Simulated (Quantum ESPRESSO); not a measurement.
SiC (Moissanite) in Quantum ESPRESSO: the effect of target pressure

SiC (Moissanite):

```
Si C
1.0
     3.07600    0.00000    0.00000
    -1.53800    2.66389    0.00000
     0.00000    0.00000    5.04800
Si C
2 2
Direct
  0.66667 0.33333 0.50000
  0.33333 0.66667 0.00000
  0.66667 0.33333 0.88500
  0.33333 0.66667 0.38500
```

Alike in all runs:

```yaml
Program: Quantum ESPRESSO 7.5
Task: relaxation of cell and atoms
Functional: PBEsol
Potentials_or_basis: SSSP 1.3 efficiency PBE
Cutoff: 857 eV
Density_cutoff: 6884 eV
k_mesh: 10 × 10 × 5
Occupations: fermi-dirac, width 0.05 eV
Spin: no spin polarisation
```

Each run relaxes the cell or the atoms first.

```csv
target pressure,relaxed volume (Å³/atom),gap on the mesh (eV)
0 GPa,10.36,2.28
2 GPa,10.27,2.27
5 GPa,10.14,2.25
10 GPa,?,?
20 GPa,9.59,2.15
30 GPa,9.29,2.10
```

Question: What does the run with target pressure 10 GPa give?

Answer: Relaxed volume 9.94 Å³/atom; gap on the mesh 2.21 eV.

Worked out: In Murnaghan's law V^(-B') rises as a straight line in P. The other rows fit best with B' = 3.6, V0 = 10.36 Å³/atom and B0 = 225 GPa, which gives 9.94 Å³/atom at 10 GPa, against the run's 9.94. A straight line through the other rows of the gap on the mesh, of slope -0.00615 eV per GPa, gives 2.22 eV, against the run's 2.21.

Caveats: the potentials were made for another functional, which shifts forces and pressure; an odd mesh through Γ misses points on the zone boundary, where band edges often lie.
